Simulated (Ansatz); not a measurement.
# AgCl (Chlorargyrite) (Fm-3m) in Ansatz: reference runs

Aim: a first look at AgCl (Chlorargyrite) with PBE, on the cell as given and on a disturbed one.

Everything below comes from runs of Ansatz 0.2.0. Logs are shortened: lines on timing, memory, paths and dates and some standing lists are left out, and cuts for length are marked.

**Measured values to compare with.**

A printed reference work, data compilation reports, for a bulk crystal of AgCl: band gap 3.249 eV (indirect).

The runs below are set against these values where they give the same quantity.

### Step 1. Starting point

The structure is cubic, space group Fm-3m (No. 225). The conventional cell has a = 5.470 Å, b = 5.470 Å, c = 5.470 Å, α = 90.00°, β = 90.00°, γ = 90.00°. Ag (site symmetry m-3m) is surrounded by 6 Cl at 2.73 Å. Cl (site symmetry m-3m) is surrounded by 6 Ag at 2.73 Å.

### Step 2. Single point, PBE

Input file input.yaml:

```yaml
crystal:
  lattice:
    - [0.0, 2.735, 2.735]
    - [2.735, 0.0, 2.735]
    - [2.735, 2.735, 0.0]
  atoms:
    - { symbol: Ag, position: [0.0, 0.0, 0.0] }
    - { symbol: Cl, position: [0.5, 0.5, 0.5] }
hamiltonian:
  xc: pbe
  pseudopotentials: { kind: paw }
kpoints:
  mp_grid: { grid: [8, 8, 8] }
scf:
  occupations: { method: fermi_dirac, width: 0.05 }
output:
  forces: true
  stress: true
  eigenvalues: true
  write_density: true
  write_potential: true
  elf: true
  volumetric_format: npy
```

Potentials or basis: Ansatz PAW.

On the command line:

```sh
ansatz run input.yaml --threads 2 --pin off --max-ram 5120MiB --backend cpu --events-out ev --progress --plain --runs-dir out
```

Standard output:

```text
Warning: RAYON_NUM_THREADS=2 ignored (pool sized by the plan → 2); use --threads N
Engine: ansatz 0.2.0, aarch64-unknown-linux-gnu
Pseudopotentials: kind: paw
Pseudopotential: Ag, paw, valence charge 19, recommended cutoff 420 eV (normal), Ag.paw.azcp
Pseudopotential: Cl, paw, valence charge 7, recommended cutoff 420 eV (normal), Cl.paw.azcp
Functional definition: PBE
  parameter kappa = 0.804
  parameter beta = 0.06672455060314922
  exchange = pbe_x(kappa = kappa, mu = beta*pi^2/3)
  correlation = pbe_c(beta = beta)
Crystal: 2 atoms, lattice volume = 40.917 Å³
Basis set: ecut = 420 eV, 821 PW (Γ), exchange–correlation on 54×54×54 points (8 copies of the dense FFT grid, shifted against one another)
Bands: 17, of which v1, the nominal top of the filled ones, is band 13 counted from 1 (12 counted from 0)
Symmetry: 48 space group operations
Space group: Fm-3m (ITA 225), of the structure as read, at distance tolerance 3.4e-5 Å
k-points: 29 of 512
Non-local potential: Ag, projectors of the file, l = 0: 3, l = 1: 2, l = 2: 2, l = 3: 1
Non-local potential: Cl, projectors of the file, l = 0: 2, l = 1: 2, l = 2: 2
PAW form: soft (Blöchl's): semilocal exchange-correlation on the pseudo side does not see the compensation charge
PAW one-centre angular grid: Ag, 590 points (default); XC on 64 Gauss nodes
PAW one-centre angular grid: Cl, 110 points (default); XC on 64 Gauss nodes
Initial density: superposition of atomic densities (neutral atoms: chi_scale 0, normalization atom), corrected by the library's trained network
Initial wavefunctions: pseudopotential atomic-orbital guess
Functional: x = pbe(κ = 0.804, μ = 0.2195149727645171), c = pbe(β = 0.06672455060314922)
SCF iter   1: F=—  HF=-8670.860988 eV  |F-HF|=—  |Δ(HF+E_count)|=         —  Δρ=7.44e-4  dr2=1.46e-4  ethr=1.77e-3  ⟨swp⟩=5.8  Hψ=2368  notcnv=0
preconditioner: auto → none  [insulator: Δε(μ)=0.897 eV  Ē_g=11.124 eV  σ=0.050 eV  W_gap=1.00  n_scr=14 (ndim 8)  ℏωp=24.6 eV  f_vac=0.026  D(μ)=0.00/eV (n_scr^D=0)  ε∞_Penn≈5.9]
SCF iter   2: F=—  HF=-8670.861637 eV  |F-HF|=—  |Δ(HF+E_count)|=   6.49e-4  Δρ=2.79e-4  dr2=1.86e-5  ethr=5.62e-7  ⟨swp⟩=2.9  Hψ=1218  notcnv=0
SCF iter   3: F=—  HF=-8670.861657 eV  |F-HF|=—  |Δ(HF+E_count)|=   2.02e-5  Δρ=1.52e-4  dr2=3.73e-6  ethr=7.17e-8  ⟨swp⟩=2.0  Hψ=729  notcnv=0
SCF iter   4: F=—  HF=-8670.861662 eV  |F-HF|=—  |Δ(HF+E_count)|=   5.13e-6  Δρ=6.11e-5  dr2=7.05e-7  ethr=1.44e-8  ⟨swp⟩=2.1  Hψ=728  notcnv=0
iter 5 did not close the SCF: its close was put off for the readings that it lacked (scf_convergence_deferred on its scf_iter line)
SCF iter   5: F=-8670.861664 eV  HF=-8670.861663 eV  |F-HF|=6.54e-8  |Δ(HF+E_count)|=   1.26e-6  Δρ=1.26e-5  dr2=3.11e-8  ethr=2.71e-9  ⟨swp⟩=2.0  Hψ=749  notcnv=0
SCF iter   6: F=-8670.861664 eV  HF=-8670.861664 eV  |F-HF|=1.87e-9  |Δ(HF+E_count)|=   7.63e-8  Δρ=4.64e-6  dr2=6.35e-9  ethr=1.20e-10  ⟨swp⟩=5.0  Hψ=2703  notcnv=0
SCF 1 converged in 6 iterations: F = -8670.861664 eV  dr2 = 6.35e-9
SCF converged after 6 iterations
Free energy (F): -8670.861664 eV
Harris-Foulkes:  -8670.861664 eV  (|F-HF|=1.87e-9)
Internal energy: -8670.861661 eV  (E = F + TS)
E sigma→0 (E₀):  -8670.861662 eV
Entropy (-TS):   -0.000002 eV (-0.001 meV/atom)
Fermi energy:    9.352828 eV
--- Per-component energies (eV) ---
  E_band       = -344.113004
  E_kinetic    = 690.204094
  E_local      = -3146.814259  (includes V_loc(G=0)·N_el)
  E_nonlocal   = 112.578804
  E_hartree    = 1384.251440
  E_xc         = -290.510372
  E_vxc        = -354.913935  (∫ρ·V_xc dr)
  E_paw        = -4564.779339  (= ΣΔE_a)
  E_vpaw       = -413.665714  (= ΣTr[D̂ρ^β])
  E_aug_tail   = 0.000415  (compensation charges beyond the density's cutoff)
  E_ewald      = -2855.792444
  E_smearing   = -0.000002  (= −TS)
  E_closure    = -0.000000  (closes the sum)
  Σ components = -8670.861664   (vs F -8670.861664, Δ=0.00e0)
--- Forces (eV/Å), atoms counted from 1 ---
  atom   1  Ag    -0.00000000     0.00000000     0.00000000
  atom   2  Cl     0.00000000    -0.00000000    -0.00000000
  max |Σ_I F_I| component: 1.01e-29 eV/Å
--- Stress (GPa, compression-positive) ---
        3.930214       0.000000       0.000000
        0.000000       3.930214      -0.000000
        0.000000      -0.000000       3.930214
  P = ⅓ Tr σ = 3.9302 GPa (39.302 kbar)
--- Band table (eV; the first three rows and the last of 29) ---
  k-point 0: bands = ["-81.0119", "-44.5488", "-44.5488", "-44.5488", "-6.6094", "6.2065", "6.2065", "6.2065", "6.2496", "6.2496", "6.3309", "6.3309", "6.3309", "9.7287", "19.4913", "19.4913", "19.4913"]
  k-point 1: bands = ["-81.0119", "-44.5494", "-44.5489", "-44.5489", "-6.5419", "5.4515", "5.5139", "5.5139", "6.2665", "6.2665", "6.5180", "7.1420", "7.1420", "10.4649", "18.1961", "19.2107", "19.2107"]
  k-point 2: bands = ["-81.0118", "-44.5506", "-44.5491", "-44.5491", "-6.3714", "4.3630", "4.9061", "4.9061", "6.4057", "6.4057", "6.6827", "7.9572", "7.9572", "11.8073", "16.5937", "17.9251", "17.9251"]
  k-point 28: bands = ["-81.0117", "-44.5512", "-44.5512", "-44.5503", "-6.0582", "4.3415", "4.5456", "4.5456", "6.6990", "6.6990", "6.7446", "6.7572", "7.5456", "13.0714", "16.6893", "16.6893", "16.8290"]
```

Wall time 0.93 s (2 threads of Arm Neoverse V1, shared host); peak memory 0.29 GiB.

What came out:

* Free energy: -8670.8617 eV
* Pressure: 3.9 GPa
* Band gap on the k mesh: 0.91 eV, indirect (least direct gap 3.32 eV)

Levels at points of the mesh, in eV from the valence-band top:
| k point | band 11 | band 12 | band 13 | band 14 | band 15 | band 16 |
| --- | --- | --- | --- | --- | --- | --- |
| (0.00, 0.00, 0.00) | -2.49 | -2.49 | -2.49 | 0.91 | 10.67 | 10.67 |
| (0.00, 0.00, -0.50) | -1.88 | 0.00 | 0.00 | 4.12 | 6.77 | 7.52 |
| (0.00, -0.50, -0.50) | -2.08 | -2.08 | -1.96 | 2.31 | 7.90 | 8.77 |

### Step 3. Single point, PBE (atoms moved at random, drawn with an rms of 0.05 Å)

Input file input.yaml:

```yaml
crystal:
  lattice:
    - [0.0, 2.735, 2.735]
    - [2.735, 0.0, 2.735]
    - [2.735, 2.735, 0.0]
  atoms:
    - { symbol: Ag, position: [-0.017198, 0.011295, -0.004485] }
    - { symbol: Cl, position: [0.496284, 0.509075, 0.50356] }
hamiltonian:
  xc: pbe
  pseudopotentials: { kind: paw }
kpoints:
  mp_grid: { grid: [8, 8, 8] }
scf:
  occupations: { method: fermi_dirac, width: 0.05 }
output:
  forces: true
  stress: true
  eigenvalues: true
```

Potentials or basis: Ansatz PAW.

On the command line:

```sh
ansatz run input.yaml --threads 2 --pin off --max-ram 5120MiB --backend cpu --events-out ev --progress --plain --runs-dir out
```

Standard output:

```text
Warning: RAYON_NUM_THREADS=2 ignored (pool sized by the plan → 2); use --threads N
[... 9 set-up lines as earlier in the session ...]
Crystal: 2 atoms, lattice volume = 40.917 Å³
Basis set: ecut = 420 eV, 821 PW (Γ), exchange–correlation on 54×54×54 points (8 copies of the dense FFT grid, shifted against one another)
Bands: 17, of which v1, the nominal top of the filled ones, is band 13 counted from 1 (12 counted from 0)
Symmetry: 1 space group operations
Space group: P1 (ITA 1), of the structure as read, at distance tolerance 3.4e-5 Å
k-points: 260 of 512 (time reversal used)
[... 33 lines left out ...]
  E_paw        = -4564.773341  (= ΣΔE_a)
  E_vpaw       = -413.655064  (= ΣTr[D̂ρ^β])
  E_aug_tail   = 0.000412  (compensation charges beyond the density's cutoff)
  E_ewald      = -2855.334754
  E_smearing   = -0.000002  (= −TS)
  E_closure    = -0.000000  (closes the sum)
  Σ components = -8670.858012   (vs F -8670.858012, Δ=0.00e0)
--- Forces (eV/Å), atoms counted from 1 ---
  atom   1  Ag     0.02444922     0.09322769     0.04759322
  atom   2  Cl    -0.02445103    -0.09323393    -0.04759647
  max |Σ_I F_I| component: 6.24e-6 eV/Å
--- Stress (GPa, compression-positive) ---
        3.940658      -0.020005      -0.010377
       -0.020005       4.130794      -0.038766
       -0.010377      -0.038766       3.981539
  P = ⅓ Tr σ = 4.0177 GPa (40.177 kbar)
--- Band table (eV; the first three rows and the last of 260) ---
  k-point 0: bands = ["-81.0137", "-44.5512", "-44.5505", "-44.5503", "-6.6123", "6.0308", "6.0829", "6.0975", "6.2056", "6.2318", "6.4443", "6.4716", "6.5454", "9.7301", "19.4495", "19.4752", "19.4884"]
  k-point 1: bands = ["-81.0137", "-44.5514", "-44.5508", "-44.5505", "-6.5448", "5.3455", "5.4953", "5.5943", "6.2604", "6.2626", "6.4987", "7.1622", "7.1916", "10.4658", "18.1910", "19.1852", "19.2028"]
  k-point 2: bands = ["-81.0136", "-44.5525", "-44.5511", "-44.5507", "-6.3747", "4.3449", "4.8983", "4.9181", "6.4006", "6.4019", "6.6735", "7.9625", "7.9727", "11.8069", "16.5942", "17.9229", "17.9324"]
  k-point 259: bands = ["-81.0136", "-44.5544", "-44.5513", "-44.5509", "-6.1131", "3.2329", "4.3759", "4.3844", "6.6107", "6.6112", "6.9494", "8.8220", "8.8280", "12.9425", "15.5917", "16.3481", "16.3542"]
```

It took 7.3 s on 2 threads of Arm Neoverse V1, shared host; peak memory 0.46 GiB.

What came out:

| Property | Result |
| --- | --- |
| Free energy | -8670.8580 eV |
| Pressure | 4.0 GPa |
| Largest force | 0.107 eV/Å |
| Band gap on the k mesh | 0.90 eV, indirect (least direct gap 3.18 eV) |

Forces in eV/Å, atoms in the order of the input:
```
Ag   0.024  0.093  0.048
Cl  -0.024 -0.093 -0.048
```

A k mesh can miss the band edges.

### Step 4. How close it comes

Step 2. Against the measured gap of AgCl, 3.249 eV (indirect; a printed reference work, data compilation), the calculated 0.91 eV is off by -2.34 eV. So large a miss can be the level of theory's own, or it may mean another phase, state or a wrong row. Spin-orbit coupling on Ag is left out. The value is that of PBE on a finite k mesh, which can miss the band edges, without temperature or zero-point motion. Semilocal functionals fall short of measured gaps as a rule.
